## What resists a rigid slide in rutile-type HfO₂?

When one half of an oxide crystal slides rigidly over the other, does the cost come from bonds that are lost across the plane, or from atoms that are driven into each other? The scan below moves rutile-type HfO₂ along its short axis, across a plane that cuts between a layer of hafnium and a layer of oxygen. At half slip the cost is about 14 J/m², which here means about 14 eV for each hafnium atom on the cut face. Most of that is the price of pressing one Hf–O pair from 2.09 Å to 1.33 Å.

Rigid, unrelaxed slide of HfO2 (P4_2/mnm, a = 4.838 Å, c = 3.220 Å) along [001] across a (100) plane between Hf and O layers, one fault per 12-atom cell. Ansatz 0.2.0, plane-wave PAW, r2SCAN, scalar-relativistic, no spin polarisation; cutoff 500 eV, Gamma-centred 5×7×3 k mesh, Gaussian smearing of 0.05 eV. Fault energies are free energies relative to the unslipped cell.

| slip (fraction of the slip vector) | fault energy (mJ/m²) | shear traction (GPa (slope of the fault energy along the slip)) |
| --- | --- | --- |
| 0 | 0 | 0.0 |
| 0.1 | 540 | 36.3 |
| 0.2 | 2600 | 94.7 |
| 0.3 | 6670 | 153.8 |
| 0.4 | 11700 | 138.3 |
| 0.5 | 14170 | 0.0 |

The slip is given as a fraction of the full repeat of 3.220 Å, after which the crystal matches itself again. The fault energy is the cost per area of the plane, and the shear traction is the slope of that energy along the slip. The energy starts gently, climbs steeply between 0.2 and 0.4, and levels off at the top. The traction vanishes at half slip because the path is symmetric about that point. The energy is at a maximum there, so the zero marks no stable fault.

### First explanation: a smooth sinusoid

The simplest picture of a sliding crystal is Frenkel's. The energy must repeat with the lattice, so it is taken as a single smooth wave, E = E_top sin²(πx), where x is the slip and E_top the height at x = ½. The largest slope of this wave is πE_top divided by the repeat length, which gives 138 GPa. The largest traction in the table is 153.8 GPa, so the picture seems to work to about a tenth.

The agreement doesn't survive a look at the other rows. At slip 0.1 the wave gives 1350 mJ/m², two and a half times the computed energy. It also demands equal tractions at 0.2 and 0.3, since these lie on either side of a quarter slip at the same distance. The computed traction rises by more than half between these two points.

The sinusoid therefore has the right height, which was given to it, and the wrong shape. More waves of shorter period could mend the shape, but they would only describe the curve. The late, steep climb asks for an interaction that is weak at first and then grows quickly.

### Second explanation: lost bonds

Counting bonds is more tempting, because it offers a cause and nearly the right size. Three Hf–O bonds cross the cut for each hafnium atom on its face. Shared among them, the energy at the top comes to 4.6 eV a bond. A rough recalled value for the energy of one Hf–O bond in solid HfO₂ is 4 eV, so it looks as if the slide simply breaks all three.

The geometry spoils this reading. Let a bond count as intact while it is no more than 15 % longer than normal, that is, up to about 2.4 Å. By this measure only two of the three bonds are lost at half slip, and the remaining contact is far shorter than any normal bond. The sum that looked so convincing had charged for a bond that isn't broken.

The course of the energy is a stronger objection. Between slips 0.2 and 0.3 the number of intact bonds stays at two, yet the fault energy grows by a factor of 2.6. A sharp limit on bond length is crude, of course, and a real bond weakens gradually. But the most stretched bond, already 2.62 Å long at slip 0.2, should resist less and less from there on, whereas the computed resistance is still growing strongly. The bond at right angles to the slip is still only 2.3 Å long at slip 0.3 and may resist more for a while, so this objection alone doesn't settle the matter.

### Third explanation: a squeezed contact

The third explanation starts from where the atoms go. At rest, an oxygen atom next to the cut sits midway between two hafnium atoms of the row on the other side, bonded equally to both. The slip carries it towards one of them and away from the other. At half slip it stands directly beside the nearer one, with the other 3.49 Å away.

The shrinking distance follows from Pythagoras. Seen along the slip direction, the two atoms are 1.334 Å apart, and this separation never changes because the layers are held at a fixed spacing. Along the slip they start half a repeat apart and approach until the offset is zero. Hence d = √[1.334² + (3.220(½ − x))²], in Å.

The forces from the same calculation show what this approach does. At half slip the two atoms of the short contact push each other apart with about 69 eV/Å, while no other atom feels more than about 3 eV/Å. Lost bonds would leave no such push. The load is concentrated in one pair, and its sign is that of compression.

The forces can also be turned into an energy. Multiplying the push along the line between the two atoms by the shortening of that line, step by step, gives the work done on the contact. At half slip this work amounts to 92 to 96 % of the fault energy, depending on how the force is interpolated between the rows. No constant was adjusted to reach this figure, but it credits the contact with the whole push along the line. Measured along the slip at 0.3, the oxygen atom carries about 93 % of the resistance on its side of the cut, and the hafnium atom about 79 % on the other. Neighbouring atoms take the rest.

The account is less complete at the foot of the curve. At slip 0.1 the work on the contact covers only about three quarters of the energy. Other atoms share the load there: along the slip, the hafnium atom of the pair feels 1.9 eV/Å and another atom on its side of the cut 1.3 eV/Å. The hafnium atom that the oxygen is leaving is expected to pull it back as well. The coarse first step of the sum doesn't explain the shortfall: the push grows ever faster, so a straight line across that step is expected to overstate the work.

### A simple model and a worked estimate

Theory supplies the reason for the steep push. When filled electron shells overlap, the Pauli principle forces electrons into states of higher energy, and the overlap grows roughly exponentially as the atoms approach. The calculation doesn't list this repulsion apart from the electrostatic attraction between the ions. The model below therefore describes their net effect at short range. It contains no pull, so it isn't a picture of the stretched bond.

The model gives each of the two bonds an energy A exp[(1.334 Å − d)/ρ] and subtracts the value of both at rest. Here A is the energy of the contact at its shortest, expressed per area of the plane, and ρ is the length over which this energy changes by a factor e. A least-squares fit to the five slipped rows gives A ≈ 15 000 mJ/m² and ρ ≈ 0.21 Å. The third bond, which stands at right angles to the slip and only lengthens, is left out.

Slip 0.3, one of the fitted rows, shows how the estimate works. The offset along the slip is 3.220 × 0.2 = 0.644 Å, so the squeezed distance is √(1.334² + 0.644²) = 1.48 Å. Its exponential is about 0.50, that of the stretched bond is negligible, and the two bonds at rest together take away 0.056. The result is 0.44 × 15 000 ≈ 6600 mJ/m², against 6670 in the table.

The model follows all five energies to within 30 mJ/m². This matters only at slip 0.1, where it means an overestimate of 5 %; elsewhere the error is below 1 %. The model has one more adjustable constant than the sinusoid, but its rms miss grows only from 17 to 28 mJ/m² when each row in turn is predicted from the other four. Such a fit can't prove the cause, which rests on the geometry and the forces.

### Why the curve starts gently and steepens late

The gentle start comes from the pairing of the two bonds. A small slip shortens one by nearly as much as it lengthens the other, so to first order their energies cancel. What remains grows with the square of the slip. The sinusoid begins that way too, but the model starts lower, since its first term is set by the weak repulsion at 2.09 Å and not by the height of the top. Soon the shortened bond dominates, because an exponential gains more on the short side than it loses on the long side.

The position of the largest traction is a matter of direction. The push between the atoms grows all the way to half slip, but it turns more and more away from the slip direction. At slip 0.3 about 43 % of it still opposes the slide (0.644/1.48); at half slip none of it does. The product of a growing push and a shrinking share is largest at 0.3 among the computed points, past the quarter slip of the sinusoid.

The same reasoning gives a guide to a neighbouring cut, between two adjacent oxygen layers of this crystal. Only two Hf–O bonds cross it for the same area, and both stand at right angles to the slip, so sliding can only lengthen them. Without a head-on Hf–O contact the climb should be much lower. That cut wasn't computed, and oxygen atoms approach each other across it, so its height can't be read from the present model.

### What the numbers are good for

The tractions shouldn't be entered in a process or fracture model as the strength of hafnia. Atoms and layer spacing were frozen, and the mean pressure in the cell rises to 34 GPa at half slip, a sign that the crystal would expand if it could. Relaxation at a given slip can only lower the energy. A real crystal would be expected to slide where no head-on Hf–O contact arises, and the rutile form isn't the stable one of HfO₂ under ordinary conditions.

The steepest part of the curve carries a numerical doubt as well. From slip 0.3 onwards the contact is shorter than 1.5 Å, and the atomic spheres within which the PAW method rebuilds the electron waves near each nucleus may overlap. The size of the resulting error isn't known, so the upper energies are less certain than their digits suggest. The case against the bond count uses slip 0.3, and the sinusoid takes its height from half slip, so both lean on these rows. The rows below them are safer, though some overlap may begin there too. From slip 0.1 to 0.2 the energy grows by a factor of 4.8, where a sinusoid of any height gives 3.6, and at 0.2 the contact already pushes with about 13 eV/Å.
